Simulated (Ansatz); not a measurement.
An Ansatz (an electronic-structure program) run: GeTe with a change (uniaxial strain ε_zz = +1.09 %); r2SCAN (Ansatz; PAW; 500 eV plane waves; scalar-relativistic without spin-orbit coupling).

Input:

Ansatz 0.2 input:
```yaml
crystal:
  lattice:
    - [2.0935050748, 1.2086857185, 3.7269825985]
    - [-2.0935050748, 1.2086857185, 3.7269825985]
    - [0, -2.417371437, 3.7269825985]
  atoms:
    - { symbol: Ge, position: [0.2318427479, 0.2318427479, 0.2318427479] }
    - { symbol: Te, position: [0.7681572521, 0.7681572521, 0.7681572521] }
basis: { ecutwfc: 500, ecutrho_ratio: 4, xc_grid: 4, fft_grid_basis: typed }
kpoints: { mp_grid: { grid: [10, 10, 10] } }
hamiltonian:
  xc: r2scan
  dispersion: none
  pseudopotentials: { kind: paw }
scf: { occupations: { method: fermi_dirac, width: 0.05 }, convergence: { dr2_threshold: 0.0000000002 } }
relax: { f_tol: 0.005, max_steps: 50 }
output: { forces: true, stress: true }
checkpoint: { write: state.ck, write_every: 1000 }
```

Output (explanatory and most iteration lines left out):

```
Relaxation: its limit of steps is 50 (relax.max_steps)
Pseudopotential: Ge, paw, valence charge 14
Pseudopotential: Te, paw, valence charge 16
Crystal: 2 atoms, lattice volume = 56.584 Å³
Basis set: ecut = 500 eV, 1441 PW (Γ), exchange–correlation on 144×144×144 points (64 copies of the dense FFT grid, shifted against one another)
Bands: 19, of which v1, the nominal top of the filled ones, is band 15 counted from 1 (14 counted from 0)
Symmetry: 6 space group operations
Space group: R3m (ITA 160), of the structure as read, at distance tolerance 3.8e-5 Å
k-points: 116 of 1000 (time reversal used)
Functional: x = r2scan, c = r2scan; τ floored in thin density (d = 2e-4 eV/Å³)
SCF iter   1: F=—  HF=-11297.780155 eV  |F-HF|=—  |Δ(HF+E_count)|=         —  Δρ=4.87e-3  dr2=1.11e-2  dr2_τ=1.08e-3  ethr=1.77e-3  ⟨swp⟩=6.0  Hψ=11435  notcnv=0
SCF iter   2: F=—  HF=-11297.785480 eV  |F-HF|=—  |Δ(HF+E_count)|=   5.32e-3  Δρ=1.68e-3  dr2=1.77e-3  dr2_τ=3.24e-5  ethr=3.71e-5  ⟨swp⟩=2.0  Hψ=4756  notcnv=0
SCF 1 converged in 9 iterations: F = -11297.785750 eV  dr2 = 1.82e-11
relax step   1: F+E_penalty+E_count = -11297.78574980 eV  Δ(F+E_penalty+E_count) = +0.000e0 eV  max|allowed force component| = 7.242e-2 eV/Å  Δτ_max = 0.0000 Å  (9 SCF iters, accepted)
Crystal: 2 atoms, lattice volume = 56.584 Å³
SCF iter   1: F=—  HF=-11297.784013 eV  |F-HF|=—  |Δ(HF+E_count)|=         —  Δρ=7.44e-4  dr2=4.43e-4  dr2_τ=2.13e-3  ethr=1.48e-6  ⟨swp⟩=2.0  Hψ=8145  notcnv=0
SCF iter   2: F=—  HF=-11297.786159 eV  |F-HF|=—  |Δ(HF+E_count)|=   2.15e-3  Δρ=4.17e-4  dr2=8.24e-5  dr2_τ=1.33e-6  ethr=1.48e-6  ⟨swp⟩=3.0  Hψ=3677  notcnv=0
SCF 2 converged in 8 iterations: F = -11297.786160 eV  dr2 = 1.46e-11
relax step   2: F+E_penalty+E_count = -11297.78615964 eV  Δ(F+E_penalty+E_count) = -4.098e-4 eV  max|allowed force component| = 4.268e-2 eV/Å  Δτ_max = 0.0131 Å  (8 SCF iters, accepted)
Crystal: 2 atoms, lattice volume = 56.584 Å³
SCF iter   1: F=—  HF=-11297.786063 eV  |F-HF|=—  |Δ(HF+E_count)|=         —  Δρ=2.83e-4  dr2=6.44e-5  dr2_τ=3.00e-4  ethr=2.09e-6  ⟨swp⟩=3.0  Hψ=5221  notcnv=0
SCF iter   2: F=—  HF=-11297.786360 eV  |F-HF|=—  |Δ(HF+E_count)|=   2.97e-4  Δρ=1.57e-4  dr2=1.21e-5  dr2_τ=2.01e-7  ethr=2.15e-7  ⟨swp⟩=2.0  Hψ=3828  notcnv=0
SCF 3 converged in 7 iterations: F = -11297.786361 eV  dr2 = 4.54e-11
relax step   3: F+E_penalty+E_count = -11297.78636056 eV  Δ(F+E_penalty+E_count) = -2.009e-4 eV  max|allowed force component| = 1.662e-3 eV/Å  Δτ_max = 0.0049 Å  (7 SCF iters, accepted)
Crystal: 2 atoms, lattice volume = 56.584 Å³
SCF iter   1: F=—  HF=-11297.786361 eV  |F-HF|=—  |Δ(HF+E_count)|=         —  Δρ=3.74e-7  dr2=4.54e-11  dr2_τ=1.01e-12  ethr=1.00e-12  ⟨swp⟩=2.6  Hψ=12467  notcnv=0
SCF iter   2: F=-11297.786361 eV  HF=-11297.786361 eV  |F-HF|=3.09e-11  |Δ(HF+E_count)|=  4.37e-11  Δρ=2.01e-7  dr2=1.20e-11  dr2_τ=2.42e-13  ethr=1.00e-12  ⟨swp⟩=4.0  Hψ=6549  notcnv=0
SCF 4 converged in 2 iterations: F = -11297.786361 eV  dr2 = 1.20e-11
SCF converged after 2 iterations
Free energy (F): -11297.786361 eV
Internal energy: -11297.786345 eV  (E = F + TS)
E sigma→0 (E₀):  -11297.786353 eV
Entropy (-TS):   -0.000016 eV (-0.008 meV/atom)
Fermi energy:    8.923101 eV
--- Forces (eV/Å), atoms counted from 1 ---
  atom   1  Ge     0.00000000     0.00000000    -0.00166012
  atom   2  Te     0.00000000     0.00000000     0.00166093
--- Stress (GPa, compression-positive) ---
       -0.189513       0.000000       0.000000
        0.000000      -0.189513       0.000000
        0.000000       0.000000      -0.330903
  P = ⅓ Tr σ = -0.2366 GPa (-2.366 kbar)
--- Relaxed structure (3 steps of the walk, 3 accepted, 0 SCFs on fresh bases) ---
  atoms:
    - { symbol: Ge, position: [0.23111147637999635, 0.23111147637999635, 0.23111147637999635] }
    - { symbol: Te, position: [0.7688885236200035, 0.7688885236200035, 0.7688885236200035] }
```

Spin-orbit coupling, missing from the scalar runs, can matter with Te. Whether these cells are dynamically stable was not tested. The cell was made from GeTe (space group R3m, No. 160; layered) by this change: uniaxial strain ε_zz = +1.09 %. No dispersion term is included, though the crystal is made of layers, chains or molecules, so its spacings can come out too wide.
